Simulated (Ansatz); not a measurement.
# CoSi2 (Fm-3m) in Ansatz: band structure with revPBE

Aim: the band structure of CoSi2 with revPBE.

Everything below comes from runs of Ansatz 0.2.0. Logs are shortened: lines on timing, memory, paths and dates and some standing lists are left out, and cuts for length are marked.

### 1 The crystal as given

It takes space group Fm-3m (No. 225, cubic). Conventional cell: a = 5.356 Å, b = 5.356 Å, c = 5.356 Å, α = 90.00°, β = 90.00°, γ = 90.00°. Co (site symmetry m-3m) has 8 Si at 2.32 Å as nearest neighbours. Si (site symmetry -43m) has 4 Co at 2.32 Å as nearest neighbours.

### 2 Band structure, revPBE, collinear spin, ferromagnetic start

input.yaml

```yaml
crystal:
  lattice:
    - [0.0, 2.678, 2.678]
    - [2.678, 0.0, 2.678]
    - [2.678, 2.678, 0.0]
  atoms:
    - { symbol: Co, position: [0.0, 0.0, 0.0], spin: 2.0 }
    - { symbol: Si, position: [0.75, 0.75, 0.75] }
    - { symbol: Si, position: [0.25, 0.25, 0.25] }
hamiltonian:
  xc: revpbe
  pseudopotentials: { kind: paw }
magnetization:
  spin_polarized: true
kpoints:
  mp_grid: { grid: [9, 9, 9] }
  band_path:
    path:
      - [[0.0, 0.0, 0.0], [0.5, 0.0, 0.5], [0.5, 0.25, 0.75], [0.375, 0.375, 0.75], [0.0, 0.0, 0.0], [0.5, 0.5, 0.5], [0.625, 0.25, 0.625], [0.5, 0.25, 0.75], [0.5, 0.5, 0.5], [0.375, 0.375, 0.75]]
      - [[0.625, 0.25, 0.625], [0.5, 0.0, 0.5]]
    npoints: 14
scf:
  occupations: { method: fermi_dirac, width: 0.05 }
  n_extra_bands: 7
output:
  forces: true
  stress: true
  eigenvalues: true
  fatbands: true
  write_density: true
  write_potential: true
  elf: true
  volumetric_format: npy
```

Potentials or basis: Ansatz PAW.

On the command line:

```console
> ansatz run input.yaml --threads 2 --pin off --max-ram 5632MiB --backend cpu --events-out ev --progress --plain --runs-dir out
```

Output:

```text
Warning: RAYON_NUM_THREADS=2 ignored (pool sized by the plan → 2); use --threads N
scf.n_extra_bands = 7 over 13 filled bands (N_el = 25.0): the run solves 20 bands
Engine: ansatz 0.2.0, x86_64-unknown-linux-gnu
Pseudopotentials: kind: paw
Pseudopotential: Co, paw, valence charge 17, recommended cutoff 420 eV (normal), Co.paw.azcp
Pseudopotential: Si, paw, valence charge 4, recommended cutoff 420 eV (normal), Si.paw.azcp
Functional definition: revPBE
  parameter kappa = 1.245
  parameter beta = 0.06672455060314922
  exchange = pbe_x(kappa = kappa, mu = beta*pi^2/3)
  correlation = pbe_c(beta = beta)
Crystal: 3 atoms, lattice volume = 38.412 Å³
Basis set: ecut = 420 eV, 749 PW (Γ), exchange–correlation on 54×54×54 points (8 copies of the dense FFT grid, shifted against one another)
Bands: 20, of which v1, the nominal top of the filled ones, is band 13 counted from 1 (12 counted from 0)
Symmetry: 48 space group operations
Space group: Fm-3m (ITA 225), of the structure as read, at distance tolerance 3.4e-5 Å
Magnetic group: BNS 225.116 (UNI 1618), of the structure as read, at distance tolerance 3.4e-5 Å
k-points: 35 of 729
Non-local potential: Co, projectors of the file, l = 0: 3, l = 1: 2, l = 2: 3, l = 3: 1
Non-local potential: Si, projectors of the file, l = 0: 2, l = 1: 2, l = 2: 2
PAW form: soft (Blöchl's): semilocal exchange-correlation on the pseudo side does not see the compensation charge
PAW frozen core: Co, regenerated for the run's functional, and the local potential with it (the file was generated under x = pbe(κ = 0.804, μ = 0.2195149727645171), c = pbe(β = 0.06672455060314922))
PAW frozen core: Si, regenerated for the run's functional, and the local potential with it (the file was generated under x = pbe(κ = 0.804, μ = 0.2195149727645171), c = pbe(β = 0.06672455060314922))
PAW one-centre angular grid: Co, 590 points (default); XC on 64 Gauss nodes
PAW one-centre angular grid: Si, 110 points (default); XC on 64 Gauss nodes
Initial density: superposition of atomic densities (chi_scale 0.1, normalization cell)
Starting moments: Σ|m| = 2 μB on 1 of 3 sites
Initial wavefunctions: pseudopotential atomic-orbital guess
Functional: x = revpbe(κ = 1.245, μ = 0.2195149727645171), c = pbe(β = 0.06672455060314922)
SCF iter   1: F=—  HF=-6406.103862 eV  |F-HF|=—  |Δ(HF+E_count)|=         —  Δρ=1.55e-1 (↑1.55e-1 ↓9.15e-2)  dr2=1.62e0  dr2_m=5.06e0  M=0.320 μB ∫|m|=0.420 μB  β_m=0.30  ethr=3.10e-3  ⟨swp⟩=5.8  Hψ=6967  notcnv=0  defer=3
Mixer restart at iter 1: flushing history
preconditioner: auto → Kerker (q_TF=auto, 2.540 Å⁻¹)  [metal: Δε(μ)=0.041 eV  Ē_g=10.072 eV  σ=0.050 eV  W_gap=0.20  n_scr=14 (ndim 8)  ℏωp=24.7 eV  f_vac=0.000  D(μ)=1.78/eV (n_scr^D=14)]
spin=Collinear: Kerker preconditioning applied to the charge; magnetization (m = ρ↑ − ρ↓) channel mixes plain (no charge-response kernel on spin).
SCF iter   2: F=—  HF=-6405.445431 eV  |F-HF|=—  |Δ(HF+E_count)|=   6.58e-1  Δρ=1.07e-1 (↑8.29e-2 ↓1.07e-1)  dr2=1.06e0  dr2_m=3.03e0  M=0.202 μB ∫|m|=0.294 μB  β_m=0.61  ethr=3.10e-3  ⟨swp⟩=2.6  Hψ=2972  notcnv=0  defer=125
[... 13 lines left out ...]
NSCF: frozen V_eff on 142 k-points
SCF converged after 12 iterations
Magnetization: -0.0000 μB (12.5000 up, 12.5000 down)
Absolute magnetization: 0.0000 μB (∫|ρ↑−ρ↓|, with the PAW one-centre terms)
Spin contamination: 0.0000 ħ² per cell (⟨S²⟩ above its minimum at these occupations)
Per-site moments (μB) at R_I (Å): [(-1.0144210272982302e-7, 0.9566766129255746), (2.1100068564214832e-8, 0.9566766129255746), (2.1100068489123148e-8, 0.9566766129255748)]
Free energy (F): -6406.992355 eV
Harris-Foulkes:  -6406.992355 eV  (|F-HF|=9.09e-12)
Internal energy: -6406.982185 eV  (E = F + TS)
E sigma→0 (E₀):  -6406.987270 eV
Entropy (-TS):   -0.010171 eV (-3.390 meV/atom)
Fermi energy:    12.930604 eV
--- Per-component energies (eV) ---
  E_band       = -282.693412
  E_kinetic    = 547.375457
  E_local      = -4094.666063  (includes V_loc(G=0)·N_el)
  E_nonlocal   = 499.628404
  E_hartree    = 1782.499169
  E_xc         = -274.270481
  E_vxc        = -305.022535  (∫ρ·V_xc dr)
  E_paw        = -2548.991518  (= ΣΔE_a)
  E_vpaw       = -495.007422  (= ΣTr[D̂ρ^β])
  E_aug_tail   = 0.000168  (compensation charges beyond the density's cutoff)
  E_ewald      = -2318.486437
  E_core_change = -0.070885  (= ΣΔE_core)
  E_smearing   = -0.010171  (= −TS)
  E_closure    = -0.000000  (closes the sum)
  Σ components = -6406.992355   (vs F -6406.992355, Δ=0.00e0)
--- Forces (eV/Å), atoms counted from 1 ---
  atom   1  Co    -0.00000000     0.00000000     0.00000000
  atom   2  Si    -0.00000000    -0.00000000     0.00000000
  atom   3  Si    -0.00000000     0.00000000     0.00000000
  max |Σ_I F_I| component: 5.55e-17 eV/Å
--- Stress (GPa, compression-positive) ---
        2.656044      -0.000000      -0.000000
       -0.000000       2.656044       0.000000
       -0.000000       0.000000       2.656044
  P = ⅓ Tr σ = 2.6560 GPa (26.560 kbar)
--- Band table (eV; the first three rows and the last of 70) ---
  k-point 0 ↑: bands = ["-81.8911", "-45.1504", "-45.1504", "-45.1504", "-0.1840", "8.8758", "8.8758", "8.8758", "11.0566", "11.0566", "13.7892", "16.3747", "16.3747", "16.3747", "16.3988", "16.3988", "16.3988", "18.6365", "18.6365", "18.6365"]
  k-point 1 ↑: bands = ["-81.8911", "-45.1507", "-45.1505", "-45.1505", "0.0037", "8.4223", "8.9419", "8.9419", "11.0024", "11.0024", "13.7714", "14.7218", "15.3930", "15.3930", "17.3517", "17.3517", "18.2048", "18.2048", "18.3064", "18.4006"]
  k-point 2 ↑: bands = ["-81.8912", "-45.1514", "-45.1506", "-45.1506", "0.5602", "7.2840", "9.1092", "9.1092", "10.9176", "10.9176", "12.4261", "14.4023", "14.4023", "15.1171", "17.0164", "17.0164", "17.7198", "19.2122", "19.2122", "20.0841"]
  k-point 34 ↓: bands = ["-81.8911", "-45.1522", "-45.1519", "-45.1513", "4.2860", "5.0988", "7.1004", "7.2409", "10.4608", "10.7202", "11.1278", "11.5610", "12.2918", "16.1931", "16.8616", "18.5782", "20.2426", "22.0545", "23.2190", "25.3695"]
```

Run time: 6.7 s. Hardware: 2 threads of Intel Xeon Platinum 8488C (Sapphire Rapids), shared host; peak memory 0.41 GiB.

What came out:

```
Free energy            : -6406.9924 eV
Pressure               : 2.7 GPa
Band gap on the k mesh : none (metal or under the smearing width)
Net moment             : 0.00 μB per cell
Absolute moment        : 0.00 μB per cell
```

Levels at the corners of the path, in eV from the Fermi level:
Spin up:
```
point  band 10  band 11  band 12  band 13  band 14  band 15  band 16  band 17
    Γ    -1.87     0.86     3.44     3.44     3.44     3.47     3.47     3.47
    X    -1.91    -1.91    -1.89    -1.29     1.65     2.97     8.55     9.66
    W    -2.26    -1.91    -1.42    -0.64     3.68     3.68     5.87     6.64
    K    -2.19    -1.72    -1.19    -0.93     2.03     5.00     5.87     7.67
    Γ    -1.87     0.86     3.44     3.44     3.44     3.47     3.47     3.47
    L    -1.59    -1.59    -0.47    -0.47     2.76     3.46     3.46     4.42
    U    -2.19    -1.72    -1.19    -0.93     2.03     5.00     5.87     7.67
    W    -2.26    -1.91    -1.42    -0.64     3.68     3.68     5.87     6.64
    L    -1.59    -1.59    -0.47    -0.47     2.76     3.46     3.46     4.42
    K    -2.19    -1.72    -1.19    -0.93     2.03     5.00     5.87     7.67
    U    -2.19    -1.72    -1.19    -0.93     2.03     5.00     5.87     7.67
    X    -1.91    -1.91    -1.89    -1.29     1.65     2.97     8.55     9.66
```
Spin down:
| point | band 10 | band 11 | band 12 | band 13 | band 14 | band 15 | band 16 | band 17 |
| --- | --- | --- | --- | --- | --- | --- | --- | --- |
| Γ | -1.87 | 0.86 | 3.44 | 3.44 | 3.44 | 3.47 | 3.47 | 3.47 |
| X | -1.91 | -1.91 | -1.89 | -1.29 | 1.65 | 2.97 | 8.55 | 9.66 |
| W | -2.26 | -1.91 | -1.42 | -0.64 | 3.68 | 3.68 | 5.87 | 6.64 |
| K | -2.19 | -1.72 | -1.19 | -0.93 | 2.03 | 5.00 | 5.87 | 7.67 |
| Γ | -1.87 | 0.86 | 3.44 | 3.44 | 3.44 | 3.47 | 3.47 | 3.47 |
| L | -1.59 | -1.59 | -0.47 | -0.47 | 2.76 | 3.46 | 3.46 | 4.42 |
| U | -2.19 | -1.72 | -1.19 | -0.93 | 2.03 | 5.00 | 5.87 | 7.67 |
| W | -2.26 | -1.91 | -1.42 | -0.64 | 3.68 | 3.68 | 5.87 | 6.64 |
| L | -1.59 | -1.59 | -0.47 | -0.47 | 2.76 | 3.46 | 3.46 | 4.42 |
| K | -2.19 | -1.72 | -1.19 | -0.93 | 2.03 | 5.00 | 5.87 | 7.67 |
| U | -2.19 | -1.72 | -1.19 | -0.93 | 2.03 | 5.00 | 5.87 | 7.67 |
| X | -1.91 | -1.91 | -1.89 | -1.29 | 1.65 | 2.97 | 8.55 | 9.66 |

Caveat: the starting moments collapsed, and a magnetic state may lie lower; the PAW data sets come from PBE, with cores solved anew for the run's functional, which leaves a small shift of forces and pressure; the starting moments weren't kept.
